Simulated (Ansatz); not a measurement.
CdS in the wurtzite structure, relaxed with r2SCAN in Ansatz 0.2.0. The symmetry is P6_3mc (No. 186, hexagonal); conventional cell a = 4.165 Å, c = 6.766 Å, 25.41 Å³ an atom. Cd has 4 S at 2.54–2.55 Å; S has 4 Cd at 2.54–2.55 Å.

The axes x, y and z are those of this cell:
```xyz
4
Lattice="4.1646 0.0000 0.0000 -2.0823 3.6067 0.0000 0.0000 0.0000 6.7660" Properties=species:S:1:pos:R:3 pbc="T T T"
Cd    0.0000    2.4044   -0.0065
Cd    2.0823    1.2022    3.3765
S     0.0000    2.4044    2.5438
S     2.0823    1.2022    5.9268
```

Unstrained: The PBE gap is direct at Γ: 1.173 eV. With r2SCAN the gap is 1.632 eV and direct, at Γ. HSE06 gives a direct gap of 2.190 eV at Γ. Meshes: PBE 12×12×4, r2SCAN 12×12×4, HSE06 6×6×4. Strains are changes of length per length. After each strain the atoms were relaxed again with r2SCAN within the symmetry that the strain leaves, so tilts or polar shifts that break it weren't tested; points keep the names that they have in the unstrained zone. No spin polarisation and no zero-point or thermal motion.

Task: Estimate what uniaxial +3.0 % along x, other directions held does to the gap.

Result: PBE: the gap goes from 1.173 to 1.077 eV (-0.096 eV); with r2SCAN the top three valence levels at Γ, grouped 2+1 from the top over 38 meV, become 1+1+1 over 90 meV. r2SCAN: the gap goes from 1.632 to 1.534 eV (-0.098 eV). HSE06: the gap goes from 2.190 to 2.085 eV (-0.105 eV). The r2SCAN energy rises by 6.0 meV an atom.

Task: Estimate what epitaxial +5.0 % in the xy plane, free normal strain -5.06 % does to the gap.

Result: PBE: the gap goes from 1.173 to 0.985 eV (-0.188 eV); with r2SCAN the top three valence levels at Γ, grouped 2+1 from the top over 38 meV, become 1+2 over 157 meV. r2SCAN: the gap goes from 1.632 to 1.440 eV (-0.192 eV). HSE06: the gap goes from 2.190 to 1.979 eV (-0.211 eV). The r2SCAN energy rises by 34.6 meV an atom.

Task: For epitaxial -5.0 % in the xy plane, how far does the free direction move, and what happens to the gap?

Result: The normal strain at zero normal stress is +4.66 %, 0.93 of the in-plane strain with the sign turned. PBE: the gap goes from 1.173 to 0.976 eV (-0.197 eV). r2SCAN: the gap goes from 1.632 to 1.424 eV (-0.208 eV). HSE06: the gap goes from 2.190 to 1.987 eV (-0.203 eV).

Task: Estimate what isotropic +0.5 % on every length does to the gap.

Result: PBE: the gap goes from 1.173 to 1.138 eV (-0.035 eV). r2SCAN: the gap goes from 1.632 to 1.595 eV (-0.037 eV). HSE06: the gap goes from 2.190 to 2.150 eV (-0.040 eV). The r2SCAN energy rises by 1.1 meV an atom.

The runs are scalar-relativistic, without spin-orbit coupling.

The meshes of the hybrids are coarse, so their gaps aren't converged to the digits shown.

The splittings at Γ are without spin-orbit coupling, which regroups them where it is of like size or larger.
